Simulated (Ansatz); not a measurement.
# KF: the cost of one run

Code: Ansatz 0.2.0. PAW datasets, plane waves. The cell comes from a prototype generator: it can be a known phase or a hypothetical one. Spin polarisation is off.

## 1. Starting point

The unstrained cell was relaxed with r2SCAN; in each strained cell the atoms were relaxed again with r2SCAN. Names of k-points are those of the unstrained zone, where strain can split equivalent points. First state: +4.0 % shear in the xy plane.

It is monoclinic, P2_1/m (No. 11); a = 4.408 Å, b = 5.271 Å, c = 4.486 Å, β = 118.3° in the conventional setting, 22.95 Å³ an atom. Near K stand 5 F at 2.59–2.64 Å; near F stand 5 K at 2.59–2.64 Å.

Coordinates:

```cif
data_structure
_symmetry_space_group_name_H-M 'P2_1/m'
_symmetry_Int_Tables_number 11
_cell_length_a 4.4075
_cell_length_b 5.2713
_cell_length_c 4.4859
_cell_angle_alpha 90.000
_cell_angle_beta 118.271
_cell_angle_gamma 90.000
_cell_volume 91.79
loop_
_atom_site_label
_atom_site_type_symbol
_atom_site_symmetry_multiplicity
_atom_site_Wyckoff_symbol
_atom_site_fract_x
_atom_site_fract_y
_atom_site_fract_z
_atom_site_occupancy
K1 K 2 e 0.33301 0.75000 0.67252 1
F1 F 2 e 0.33315 0.25000 0.67172 1
```

From earlier runs on the unstrained cell: PBE 5.38 eV, r2SCAN 5.96 eV, HSE06 7.27 eV; a = 4.485 Å, c = 5.271 Å.

## 2. +4.0 % shear in the xy plane: PBE

Contents of input.yaml:

```yaml
crystal:
  lattice:
    - [4.4850022171, 0.0897000443, 0.0]
    - [-2.1648185914, 3.8392758339, 0.0]
    - [0.0, 0.0, 5.2712956397]
  atoms:
    - { symbol: K, position: [0.3274754743, 0.6669933295, -0.0625] }
    - { symbol: K, position: [0.6725245257, 0.3330066705, 0.4375] }
    - { symbol: F, position: [0.3282751468, 0.6668491233, 0.4375] }
    - { symbol: F, position: [0.6717248532, 0.3331508767, 0.9375] }
kpoints:
  mp_grid: { grid: [6, 6, 6] }
  band_path:
    path:
      - [0.0, 0.0, 0.0]
      - [0.5, 0.0, 0.0]
      - [0.3333333333, 0.3333333333, 0.0]
      - [0.0, 0.0, 0.5]
      - [0.5, 0.0, 0.5]
      - [0.3333333333, 0.3333333333, 0.5]
    npoints: 1
hamiltonian:
  xc: pbe
scf:
  occupations: { method: fermi_dirac, width: 0.02 }
  n_extra_bands: 5
output:
  forces: true
  stress: true
  eigenvalues: true
```

Run with:

```sh
$ ansatz run input.yaml --threads 4 --pin off --max-ram 4608MiB --backend cpu --events-out ev --progress --plain --runs-dir out
```

Q: Estimate wall time and peak memory on 4 threads of Arm Neoverse V1, shared host.

About 3.1 s, with a peak of 0.43 GiB.
